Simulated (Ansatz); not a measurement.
Cr, one cell by several methods

```
Cr
1.0
    -1.41311    1.41311    1.44195
     1.41311   -1.41311    1.44195
     1.41311    1.41311   -1.44195
Cr
1
Direct
  0.00000 0.00000 0.00000
```

The geometry is COD entry 5000220, unchecked; take it as a test cell. The listed cell was then made from it by scaling, straining or moving an atom.

All numbers are computed: DFT, PBE, PAW with Ansatz's default frozen-core files, scalar-relativistic (Ansatz 0.2.0); DFT, PBE, all-electron PAW with datasets made for the crystal, scalar-relativistic (Ansatz 0.2.0); DFT, PBE, all-electron LAPW, scalar-relativistic (Ansatz 0.2.0).

For PAW: a Γ-centred 18×18×18 k mesh, Fermi–Dirac smearing of 0.08 eV, cutoff 420 eV, spin-polarised from start moments Cr 3 μB (the moments died away, and the run ended non-magnetic). The crystal-made all-electron datasets (AE datasets) take a cutoff of 340 eV at this cell. LAPW targets a basis error of 1 meV/atom. The Ansatz runs share mesh, smearing and spin set-up. Plane-wave (PAW) pressures include the program's estimate of the Pulay term.

Stress and pressure are positive in compression.

The change that made this cell: x and y strained by -2 %, z held.

```
       quantity    PAW  AE datasets   LAPW
 pressure (GPa)   0.96         0.84   0.84
stress xx (GPa)   3.22         3.11   3.11
stress zz (GPa)  -3.57        -3.70  -3.70
```

PAW's pressure differs from the LAPW value by +0.12 GPa.
